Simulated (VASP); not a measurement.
# Si (Fd-3m) in VASP: relaxation of cell and atoms with PBE

Aim: the relaxation of cell and atoms of Si with PBE.

Program: VASP 6.6.1. These are calculated values, not measurements. Logs are shortened: lines on timing, memory, paths and dates and some standing lists are left out, and cuts for length are marked.

## (1) Starting point

The structure is cubic, space group Fd-3m (No. 227). The conventional cell has a = 5.427 Å, b = 5.427 Å, c = 5.427 Å, α = 90.00°, β = 90.00°, γ = 90.00°. Si (site symmetry -43m) is surrounded by 4 Si at 2.35 Å.

## (2) Relaxation of cell and atoms, PBE

Input file INCAR:

```
SYSTEM = Si
PREC = Accurate ; ENCUT = 600
EDIFF = 1E-6 ; ISMEAR = 0
SIGMA = 0.02 ; LREAL = .FALSE.
LASPH = .TRUE. ; NELM = 80
ALGO = Normal ; ISIF = 3
LWAVE = .FALSE. ; LCHARG = .FALSE.
GGA = PE ; IBRION = 2
NSW = 60 ; EDIFFG = -0.005
```

Input file KPOINTS:

```
regular mesh
0
G
  14 14 14
  0 0 0
```

Input file POSCAR:

```
Si
1.0
    0.0000000000      2.7135600000      2.7135600000
    2.7135600000      0.0000000000      2.7135600000
    2.7135600000      2.7135600000      0.0000000000
Si
2
Direct
    0.7500000000      0.7500000000      0.7500000000
    0.5000000000      0.5000000000      0.5000000000
```

Potentials or basis: VASP PAW PBE potentials, release 64 (Si).

The run is started by

```console
$ cat potpaw_PBE.64/Si/POTCAR > POTCAR
$ mpirun -np 1 vasp_std > vasp.out
```

OUTCAR:

```text
SYSTEM = Si
   PREC = Accurate
   ENCUT = 600
   EDIFF = 1E-6
   ISMEAR = 0
   LREAL = .FALSE.
   LASPH = .TRUE.
   NELM = 80
   ISIF = 3
   GGA = PE
   IBRION = 2
   NSW = 60
   EDIFFG = -0.005

 ion  position               nearest neighbor table
   1  0.750  0.750  0.750-   2 2.35   2 2.35   2 2.35   2 2.35
   2  0.500  0.500  0.500-   1 2.35   1 2.35   1 2.35   1 2.35

  LATTYP: Found a face centered cubic cell.
 ALAT       =     5.4271200000

  Lattice vectors:

 A1 = (   0.0000000000,   2.7135600000,   2.7135600000)
 A2 = (   2.7135600000,   0.0000000000,   2.7135600000)
 A3 = (   2.7135600000,   2.7135600000,   0.0000000000)

Analysis of symmetry for initial positions (statically):
=====================================================================
 Subroutine PRICEL returns:
 Original cell was already a primitive cell.

 Routine SETGRP: Setting up the symmetry group for a
 face centered cubic supercell.

 Subroutine GETGRP returns: Found 48 space group operations
 (whereof 24 operations were pure point group operations)
 out of a pool of 48 trial point group operations.

The static configuration has the point symmetry T_d .
 The point group associated with its full space group is O_h .

Analysis of symmetry for dynamics (positions and initial velocities):
=====================================================================
 Subroutine PRICEL returns:
 Original cell was already a primitive cell.

 Routine SETGRP: Setting up the symmetry group for a
 face centered cubic supercell.

 Subroutine GETGRP returns: Found 48 space group operations
 (whereof 24 operations were pure point group operations)
 out of a pool of 48 trial point group operations.

The dynamic configuration has the point symmetry T_d .
 The point group associated with its full space group is O_h .

 Subroutine INISYM returns: Found 48 space group operations
 (whereof 24 operations are pure point group operations),
 and found     1 'primitive' translations

----------------------------------------------------------------------------------------

                                     Primitive cell

  volume of cell :      39.9621

  direct lattice vectors                    reciprocal lattice vectors
     0.000000000  2.713560000  2.713560000    -0.184259792  0.184259792  0.184259792
     2.713560000  0.000000000  2.713560000     0.184259792 -0.184259792  0.184259792
     2.713560000  2.713560000  0.000000000     0.184259792  0.184259792 -0.184259792

  length of vectors
     3.837553354  3.837553354  3.837553354     0.319147321  0.319147321  0.319147321

  position of ions in fractional coordinates (direct lattice)
     0.750000000  0.750000000  0.750000000
     0.500000000  0.500000000  0.500000000

  ion indices of the primitive-cell ions
   primitive index   ion index
                 1           1
                 2           2

----------------------------------------------------------------------------------------

 KPOINTS: regular mesh

Automatic generation of k-mesh.
 Grid dimensions read from file:
 generate k-points for:   14   14   14

 Generating k-lattice:

  Cartesian coordinates                     Fractional coordinates (reciprocal lattice)
    -0.013161414  0.013161414  0.013161414     0.071428571  0.000000000  0.000000000
     0.013161414 -0.013161414  0.013161414     0.000000000  0.071428571  0.000000000
     0.013161414  0.013161414 -0.013161414     0.000000000  0.000000000  0.071428571

  Length of vectors
     0.022796237  0.022796237  0.022796237

  Shift w.r.t. Gamma in fractional coordinates (k-lattice)
     0.000000000  0.000000000  0.000000000

 Subroutine IBZKPT returns following result:
 ===========================================

 Found    104 irreducible k-points:

 Following reciprocal coordinates:
            Coordinates               Weight
  0.000000  0.000000  0.000000      1.000000
  0.071429  0.000000  0.000000      8.000000
  0.142857  0.000000  0.000000      8.000000
  0.214286  0.000000  0.000000      8.000000
  0.285714  0.000000  0.000000      8.000000
  0.357143  0.000000  0.000000      8.000000
[... 16 lines left out ...]
  0.214286  0.142857  0.000000     24.000000
  0.285714  0.142857  0.000000     24.000000
 [... further k-points ...]
   k-points           NKPTS =    104   k-points in BZ     NKDIM =    104   number of bands    NBANDS=      8
   number of dos      NEDOS =    301   number of ions     NIONS =      2
   total plane-waves  NPLWV =  32768
   dimension x,y,z NGX =    32 NGY =   32 NGZ =   32
   dimension x,y,z NGXF=    64 NGYF=   64 NGZF=   64
   ions per type =               2
   NGX,Y,Z   is equivalent  to a cutoff of  13.86, 13.86, 13.86 a.u.
   NGXF,Y,Z  is equivalent  to a cutoff of  27.73, 27.73, 27.73 a.u.
 SYSTEM =  Si
   PREC   = accura    normal or accurate (medium, high low for compatibility)
   ISTART =      0    job   : 0-new  1-cont  2-samecut
   ICHARG =      2    charge: 1-file 2-atom 10-const
   ISPIN  =      1    spin polarized calculation?
   LNONCOLLINEAR =      F non collinear calculations
   LSORBIT =      F    spin-orbit coupling
   LASPH  =      T    aspherical Exc in radial PAW
   ENCUT  =  600.0 eV  44.10 Ry    6.64 a.u.   7.66  7.66  7.66*2*pi/ulx,y,z
   NELM   =     80;   NELMIN=  2; NELMDL= -5     # of ELM steps
   EDIFF  = 0.1E-05   stopping-criterion for ELM
   LREAL  =      F    real-space projection
   EDIFFG = -.5E-02   stopping-criterion for IOM
   NSW    =     60    number of steps for IOM
   IBRION =      2    ionic relax: 0-MD 1-quasi-New 2-CG
   NFREE  =      1    steps in history (QN), initial steepest desc. (CG)
   ISIF   =      3    stress and relaxation
   ISYM   =      2    0-nonsym 1-usesym 2-fastsym
   POTIM  = 0.5000    time-step for ionic-motion
   TEBEG  =    0.0;   TEEND  =   0.0 temperature during run
   PSTRESS=    0.0 pullay stress
   NELECT =       8.0000    total number of electrons
   NUPDOWN=      -1.0000    fix difference up-down
   EMIN   =  10.00;   EMAX   =-10.00  energy-range for DOS
   EFERMI =   0.00;   METHOD = LEGACY
   ISMEAR =     0;   SIGMA  =   0.02  broadening in eV -4-tet -1-fermi 0-gaus
   EFERMI_NEDOS =   21; number of points for ismear=-14 and -15
   IALGO  =     38    algorithm
   IMIX   =      4    mixing-type and parameters
     AMIX     =   0.40;   BMIX     =  1.00
     AMIX_MAG =   1.60;   BMIX_MAG =  1.00
  volume/ion in A,a.u.               =      19.98       134.84
  Fermi-wavevector in a.u.,A,eV,Ry     =   0.957684  1.809760 12.478691  0.917158
  Thomas-Fermi vector in A             =   2.086724
   LORBIT       =      0    0 simple, 1 ext, 2 COOP (PROOUT), +10 PAW based schemes
   GGA     = PE    functional components
   LHFCALC =     F    Hartree Fock is set to
   AEXX    =    0.0000 exact exchange contribution
   IVDW    =     0    specifies the selected vdW correction
   LEPSILON=     F    determine dielectric tensor
   LRPA    =     F    only Hartree local field effects (RPA)
 conjugate gradient relaxation of ions
 non-spin polarized calculation
 Gauss-broadening in eV      SIGMA  =   0.02
  energy-cutoff  :      600.00
  volume of cell :       39.96
 maximum number of plane-waves:      1363
   NGX = 15   NGY = 15   NGZ = 15

--------------------------------------- Ionic step        1  -------------------------------------------

 number of electron       7.9999999 magnetization

 Free energy of the ion-electron system (eV)
  ---------------------------------------------------
  ext. energy  EPLUGINS =         0.00000000
  ---------------------------------------------------
  free energy    TOTEN  =       -10.84395491 eV

  energy without entropy =      -10.84395491  energy(sigma->0) =      -10.84395491

------------------------ aborting loop because EDIFF is reached ----------------------------------------

  FORCE on cell =-STRESS in cart. coord.  units (eV):
  Direction    XX          YY          ZZ          XY          YZ          ZX
  --------------------------------------------------------------------------------------
  -------------------------------------------------------------------------------------
  Total        0.5351976      0.5351976      0.5351976      0.0000000      0.0000000      0.0000000
  in kB       21.4573699     21.4573699     21.4573699      0.0000000      0.0000000      0.0000000
  external PRESSURE =      21.4573699 kB  Pullay stress =       0.0000000 kB
[... 57 lines left out ...]
  energy  without entropy=      -10.8472597278  energy(sigma->0) =      -10.84725973

--------------------------------------- Ionic step        3  -------------------------------------------

 number of electron       8.0000000 magnetization

 Free energy of the ion-electron system (eV)
  ---------------------------------------------------
  ext. energy  EPLUGINS =         0.00000000
  ---------------------------------------------------
  free energy    TOTEN  =       -10.84999367 eV

  energy without entropy =      -10.84999367  energy(sigma->0) =      -10.84999367

 E-fermi :   5.7195     XC(G=0):  -9.3275

 val. band max:        5.6164876591   @ k =   0.0000   0.0000   0.0000
 cond. band min:       6.2284408184   @ k =   0.4286   0.4286   0.0000
 fundamental gap:      0.6119531593
 Fermi energy:         5.7194599284

 k-point     1 :       0.0000    0.0000    0.0000
  band No.  band energies     occupation
      1      -6.1985      2.00000
      2       5.6165      2.00000
      3       5.6165      2.00000
      4       5.6165      2.00000
      5       8.1735      0.00000
      6       8.1735      0.00000
      7       8.1735      0.00000
      8       8.7512      0.00000
[... 243 lines left out ...]
 k-point    24 :       0.2857    0.1429    0.0000
  band No.  band energies     occupation
      1      -5.2526      2.00000
      2       1.8838      2.00000
      3       4.0850      2.00000
      4       4.1336      2.00000
      5       7.6924      0.00000
      6       9.4441      0.00000
      7      10.1784      0.00000
      8      10.3292      0.00000

 [... further k-points ...]

------------------------ aborting loop because EDIFF is reached ----------------------------------------

  FORCE on cell =-STRESS in cart. coord.  units (eV):
  Direction    XX          YY          ZZ          XY          YZ          ZX
  --------------------------------------------------------------------------------------
  -------------------------------------------------------------------------------------
  Total        0.0013446      0.0013446      0.0013446      0.0000000     -0.0000000      0.0000000
  in kB        0.0526905      0.0526905      0.0526905      0.0000000     -0.0000000      0.0000000
  external PRESSURE =       0.0526905 kB  Pullay stress =       0.0000000 kB
[... 17 lines left out ...]
  FREE ENERGIE OF THE ION-ELECTRON SYSTEM (eV)
  ---------------------------------------------------
  free  energy   TOTEN  =       -10.8499936674 eV

  energy  without entropy=      -10.8499936674  energy(sigma->0) =      -10.84999367

 reached required accuracy - stopping structural energy minimisation
```

Run time: 34 s. Hardware: 1 thread of Intel Xeon Platinum 8488C (Sapphire Rapids), shared host; peak memory 0.18 GiB.

What came out:

| Property | Result |
| --- | --- |
| Free energy | -10.8500 eV |
| Relaxed volume | 20.44 Å³/atom |
| Relaxed cell | a = 3.867 Å, b = 3.867 Å, c = 3.867 Å, α = 60.00°, β = 60.00°, γ = 60.00° |
| Space group after relaxing (to 0.05 Å) | Fd-3m (No. 227) |
| Energy gained by relaxing | 3.0 meV/atom |
| Ionic steps | 3 |
| Pressure after relaxing | 0.0 GPa |
| Band gap on the k mesh | 0.61 eV, indirect (least direct gap 2.56 eV) |

Step by step:
| step | energy change (eV) | largest force (eV/Å) | pressure (GPa) | volume (Å³) |
| --- | --- | --- | --- | --- |
| 1 | 0.0000 | 0.0000 | 2.15 | 39.96 |
| 2 | -0.0033 | 0.0000 | -1.34 | 41.53 |
| 3 | -0.0060 | 0.0000 | 0.01 | 40.89 |

Final structure:
```
Si
1.0
     0.00000    2.73430    2.73430
     2.73430    0.00000    2.73430
     2.73430    2.73430    0.00000
Si
2
Direct
  0.75000 0.75000 0.75000
  0.50000 0.50000 0.50000
```

Levels at points of the mesh, in eV from the valence-band top:
| k point | band 1 | band 2 | band 3 | band 4 | band 5 | band 6 | band 7 | band 8 |
| --- | --- | --- | --- | --- | --- | --- | --- | --- |
| (0.00, 0.00, 0.00) | -11.82 | 0.00 | 0.00 | 0.00 | 2.56 | 2.56 | 2.56 | 3.13 |
| (0.50, 0.00, 0.00) | -9.54 | -6.87 | -1.18 | -1.18 | 1.47 | 3.35 | 3.35 | 7.70 |
| (0.50, 0.50, 0.00) | -7.75 | -7.75 | -2.79 | -2.79 | 0.75 | 0.75 | 9.94 | 9.94 |

A k mesh can miss the band edges. PBE usually gives volumes a little too large and moduli too small.
